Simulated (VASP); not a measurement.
# GaS (P6_3/mmc) in VASP: settings compared, part 2 of 2

VASP 6.6.1. The steps go on from the part before.

### 4 Relaxation of cell and atoms, PBE+D3(BJ)

Contents of INCAR:

```
SYSTEM = GaS
PREC = Accurate
ENCUT = 600
EDIFF = 1E-6
ISMEAR = 0
SIGMA = 0.03
LREAL = .False.
LASPH = .True.
NELM = 80
ALGO = Normal
ISIF = 3
LWAVE = .False.
LCHARG = .False.
GGA = PE
IVDW = 12
IBRION = 2
NSW = 90
EDIFFG = -0.01
KPAR = 2
```

Contents of KPOINTS:

```
Automatic mesh
0
Gamma
  9 9 2
  0 0 0
```

Contents of POSCAR:

```
GaS
1.0
    3.5850000000      0.0000000000      0.0000000000
   -1.7925000000      3.1047010726      0.0000000000
    0.0000000000      0.0000000000     15.5000000000
Ga S
4 4
Direct
    0.3333333333      0.6666666667      0.1700000000
    0.6666666667      0.3333333333      0.6700000000
    0.3333333333      0.6666666667      0.3300000000
    0.6666666667      0.3333333333      0.8300000000
    0.3333333333      0.6666666667      0.6000000000
    0.6666666667      0.3333333333      0.1000000000
    0.3333333333      0.6666666667      0.9000000000
    0.6666666667      0.3333333333      0.4000000000
```

Potentials or basis: VASP PAW PBE potentials, release 64 (Ga_d, S).

Started as:

```console
> cat potpaw_PBE.64/Ga_d/POTCAR potpaw_PBE.64/S/POTCAR > POTCAR
> mpirun -np 2 vasp_std > vasp.out
```

OUTCAR:

```text
SYSTEM = GaS
   PREC = Accurate
   ENCUT = 600
   EDIFF = 1E-6
   ISMEAR = 0
   LREAL = .False.
   LASPH = .True.
   NELM = 80
   ISIF = 3
   GGA = PE
   IVDW = 12
   IBRION = 2
   NSW = 90
   EDIFFG = -0.01
 IVDW          = 12

 ion  position               nearest neighbor table
   1  0.333  0.667  0.170-   6 2.34   6 2.34   6 2.34   3 2.48
   2  0.667  0.333  0.670-   5 2.34   5 2.34   5 2.34   4 2.48
   3  0.333  0.667  0.330-   8 2.34   8 2.34   8 2.34   1 2.48
   4  0.667  0.333  0.830-   7 2.34   7 2.34   7 2.34   2 2.48
   5  0.333  0.667  0.600-   2 2.34   2 2.34   2 2.34
   6  0.667  0.333  0.100-   1 2.34   1 2.34   1 2.34
   7  0.333  0.667  0.900-   4 2.34   4 2.34   4 2.34
   8  0.667  0.333  0.400-   3 2.34   3 2.34   3 2.34

  LATTYP: Found a hexagonal cell.
 ALAT       =     3.5850000000
 C/A-ratio  =     4.3235704324

  Lattice vectors:

 A1 = (   3.5850000000,   0.0000000000,   0.0000000000)
 A2 = (  -1.7925000000,   3.1047010726,   0.0000000000)
 A3 = (   0.0000000000,   0.0000000000,  15.5000000000)

Analysis of symmetry for initial positions (statically):
=====================================================================
 Subroutine PRICEL returns:
 Original cell was already a primitive cell.

 Routine SETGRP: Setting up the symmetry group for a
 hexagonal supercell.

 Subroutine GETGRP returns: Found 24 space group operations
 (whereof 12 operations were pure point group operations)
 out of a pool of 24 trial point group operations.

The static configuration has the point symmetry D_3d.
 The point group associated with its full space group is D_6h.

Analysis of symmetry for dynamics (positions and initial velocities):
=====================================================================
 Subroutine PRICEL returns:
 Original cell was already a primitive cell.

 Routine SETGRP: Setting up the symmetry group for a
 hexagonal supercell.

 Subroutine GETGRP returns: Found 24 space group operations
 (whereof 12 operations were pure point group operations)
 out of a pool of 24 trial point group operations.

The dynamic configuration has the point symmetry D_3d.
 The point group associated with its full space group is D_6h.

[... 109 lines left out ...]
   EDIFF  = 0.1E-05   stopping-criterion for ELM
   LREAL  =      F    real-space projection
   EDIFFG = -.1E-01   stopping-criterion for IOM
   NSW    =     90    number of steps for IOM
   IBRION =      2    ionic relax: 0-MD 1-quasi-New 2-CG
   NFREE  =      1    steps in history (QN), initial steepest desc. (CG)
   ISIF   =      3    stress and relaxation
   ISYM   =      2    0-nonsym 1-usesym 2-fastsym
   POTIM  = 0.5000    time-step for ionic-motion
   TEBEG  =    0.0;   TEEND  =   0.0 temperature during run
   PSTRESS=    0.0 pullay stress
   NELECT =      76.0000    total number of electrons
   NUPDOWN=      -1.0000    fix difference up-down
   EMIN   =  10.00;   EMAX   =-10.00  energy-range for DOS
   EFERMI =   0.00;   METHOD = LEGACY
   ISMEAR =     0;   SIGMA  =   0.03  broadening in eV -4-tet -1-fermi 0-gaus
   EFERMI_NEDOS =   21; number of points for ismear=-14 and -15
   IALGO  =     38    algorithm
   IMIX   =      4    mixing-type and parameters
     AMIX     =   0.40;   BMIX     =  1.00
     AMIX_MAG =   1.60;   BMIX_MAG =  1.00
  volume/ion in A,a.u.               =      21.57       145.53
  Fermi-wavevector in a.u.,A,eV,Ry     =   1.245659  2.353954 21.111700  1.551666
  Thomas-Fermi vector in A             =   2.379871
   LORBIT       =      0    0 simple, 1 ext, 2 COOP (PROOUT), +10 PAW based schemes
   GGA     = PE    functional components
   LHFCALC =     F    Hartree Fock is set to
   AEXX    =    0.0000 exact exchange contribution
   IVDW    =    12    specifies the selected vdW correction
   LEPSILON=     F    determine dielectric tensor
   LRPA    =     F    only Hartree local field effects (RPA)
 conjugate gradient relaxation of ions
 non-spin polarized calculation
 Gauss-broadening in eV      SIGMA  =   0.03
  energy-cutoff  :      600.00
  volume of cell :      172.52
 maximum number of plane-waves:      5823
 NGX is ok and might be reduce to    30
   NGX = 15   NGY = 15   NGZ = 61

--------------------------------------- Ionic step        1  -------------------------------------------

 number of electron      75.9999986 magnetization

 Free energy of the ion-electron system (eV)
  ---------------------------------------------------
  ext. energy  EPLUGINS =         0.00000000
  ---------------------------------------------------
  free energy    TOTEN  =       -33.21096085 eV

  energy without entropy =      -33.21096085  energy(sigma->0) =      -33.21096085

------------------------ aborting loop because EDIFF is reached ----------------------------------------

 Edisp (eV)   -2.18150

 E8    (eV) :    -0.9068
[... 175 lines left out ...]
--------------------------------------- Ionic step        5  -------------------------------------------

 number of electron      75.9999988 magnetization

 Free energy of the ion-electron system (eV)
  ---------------------------------------------------
  ext. energy  EPLUGINS =         0.00000000
  ---------------------------------------------------
  free energy    TOTEN  =       -33.20965826 eV

  energy without entropy =      -33.20965826  energy(sigma->0) =      -33.20965826

 E-fermi :   4.1487     XC(G=0):  -9.5118

 val. band max:        3.9859875246   @ k =   0.0000   0.0000   0.0000
 cond. band min:       5.5595562555   @ k =   0.4444   0.0000   0.0000
 fundamental gap:      1.5735687310
 Fermi energy:         4.1487086902

 k-point     1 :       0.0000    0.0000    0.0000
  band No.  band energies     occupation
      1     -10.9905      2.00000
      2     -10.9874      2.00000
      3     -10.8601      2.00000
      4     -10.8601      2.00000
      5     -10.8599      2.00000
      6     -10.8599      2.00000
[... 1180 lines left out ...]
  FREE ENERGIE OF THE ION-ELECTRON SYSTEM (eV)
  ---------------------------------------------------
  free  energy   TOTEN  =       -35.3998801073 eV

  energy  without entropy=      -35.3998801073  energy(sigma->0) =      -35.39988011

 reached required accuracy - stopping structural energy minimisation
```

CONTCAR:

```text
GaS
   1.00000000000000
     3.5881281483064607   -0.0000000000000000   -0.0000000000000000
    -1.7940640741532303    3.1074101285002862    0.0000000000000000
    -0.0000000000000000   -0.0000000000000000   15.4225057253727620
  Ga              S
     4     4
Direct
     0.3333333332999970    0.6666666667000030    0.1706235578836870
     0.6666666667000030    0.3333333332999970    0.6706235578836870
     0.3333333332999970    0.6666666667000030    0.3293764421163130
     0.6666666667000030    0.3333333332999970    0.8293764421163130
     0.3333333332999970    0.6666666667000030    0.5999385165972416
     0.6666666667000030    0.3333333332999970    0.0999385165972416
     0.3333333332999970    0.6666666667000030    0.9000614834027584
     0.6666666667000030    0.3333333332999970    0.4000614834027584

  0.00000000E+00  0.00000000E+00  0.00000000E+00
  0.00000000E+00  0.00000000E+00  0.00000000E+00
  0.00000000E+00  0.00000000E+00  0.00000000E+00
  0.00000000E+00  0.00000000E+00  0.00000000E+00
  0.00000000E+00  0.00000000E+00  0.00000000E+00
  0.00000000E+00  0.00000000E+00  0.00000000E+00
  0.00000000E+00  0.00000000E+00  0.00000000E+00
  0.00000000E+00  0.00000000E+00  0.00000000E+00
```

Run time: 6.9 min. Hardware: 2 MPI ranks of Intel Xeon Platinum 8488C (Sapphire Rapids), shared host; peak memory 0.46 GiB.

Results:

```yaml
Free_energy: -35.3999 eV
Relaxed_volume: 21.49 Å³/atom
Relaxed_cell: a = 3.588 Å, b = 3.588 Å, c = 15.423 Å, α = 90.00°, β = 90.00°, γ = 120.00°
Space_group_after_relaxing_to_0.05_Å: P6_3/mmc (No. 194)
Energy_gained_by_relaxing: 0.9 meV/atom
Ionic_steps: 5
Pressure_after_relaxing: 0.0 GPa
Largest_force_after_relaxing: 0.007 eV/Å
Band_gap_on_the_k_mesh: 1.57 eV, indirect (least direct gap 1.67 eV)
Dispersion_energy_per_atom: -0.274 eV
```

Forces in eV/Å, atoms in the order of the input:
```
Ga   0.000  0.000  0.001
Ga   0.000  0.000  0.001
Ga   0.000  0.000 -0.001
Ga   0.000  0.000 -0.001
S    0.000  0.000  0.007
S    0.000  0.000  0.007
S    0.000  0.000 -0.007
S    0.000  0.000 -0.007
```

The path:
| step | energy change (eV) | largest force (eV/Å) | pressure (GPa) | volume (Å³) |
| --- | --- | --- | --- | --- |
| 1 | 0.0000 | 0.2532 | -0.06 | 172.52 |
| 2 | -0.0065 | 0.0831 | -0.22 | 172.32 |
| 3 | -0.0071 | 0.0319 | -0.19 | 172.36 |
| 4 | -0.0074 | 0.0061 | 0.07 | 171.74 |
| 5 | -0.0074 | 0.0074 | 0.01 | 171.96 |

Final structure:
```cif
data_structure
_symmetry_space_group_name_H-M 'P 1'
_symmetry_Int_Tables_number 1
_cell_length_a 3.5881
_cell_length_b 3.5881
_cell_length_c 15.4225
_cell_angle_alpha 90.000
_cell_angle_beta 90.000
_cell_angle_gamma 120.000
_cell_volume 171.96
loop_
_atom_site_label
_atom_site_type_symbol
_atom_site_fract_x
_atom_site_fract_y
_atom_site_fract_z
_atom_site_occupancy
Ga1 Ga 0.33333 0.66667 0.17062 1
Ga2 Ga 0.66667 0.33333 0.67062 1
Ga3 Ga 0.33333 0.66667 0.32938 1
Ga4 Ga 0.66667 0.33333 0.82938 1
S1 S 0.33333 0.66667 0.59994 1
S2 S 0.66667 0.33333 0.09994 1
S3 S 0.33333 0.66667 0.90006 1
S4 S 0.66667 0.33333 0.40006 1
```

Levels at points of the mesh, in eV from the valence-band top:
| k point | band 34 | band 35 | band 36 | band 37 | band 38 | band 39 | band 40 | band 41 | band 42 | band 43 |
| --- | --- | --- | --- | --- | --- | --- | --- | --- | --- | --- |
| (0.00, 0.00, 0.00) | -1.51 | -1.46 | -1.41 | -1.41 | 0.00 | 1.67 | 2.37 | 2.85 | 3.06 | 4.61 |
| (0.00, 0.00, 0.50) | -1.44 | -1.44 | -1.44 | -0.73 | -0.73 | 2.11 | 2.11 | 2.93 | 2.93 | 4.67 |

Caveat: an odd mesh through Γ misses points on the zone boundary, where band edges often lie.
